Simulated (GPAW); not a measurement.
The system is CdO (Monteponite).

```xyz
2
Lattice="0.0000 2.3495 2.3495 2.3495 0.0000 2.3495 2.3495 2.3495 0.0000" Properties=species:S:1:pos:R:3 pbc="T T T"
Cd    0.0000    0.0000    0.0000
O     2.3495    2.3495    2.3495
```

Base run:

- Program: GPAW 26.7.0
- Functional: revPBE
- Potentials or basis: the program's PAW data sets (release 1.2.1) made for this functional
- Cutoff: 800 eV
- Basis: pw
- k mesh: 10 × 10 × 10
- Occupations: fermi-dirac, width 0.05 eV
- Spin: no spin polarisation

Its results: pressure 8.8 GPa.

Problem. The run is repeated on the same cell with these changes: functional from revPBE to RPBE; band points from 100 to 60. What comes out?

Solution. Pressure 10.0 GPa.
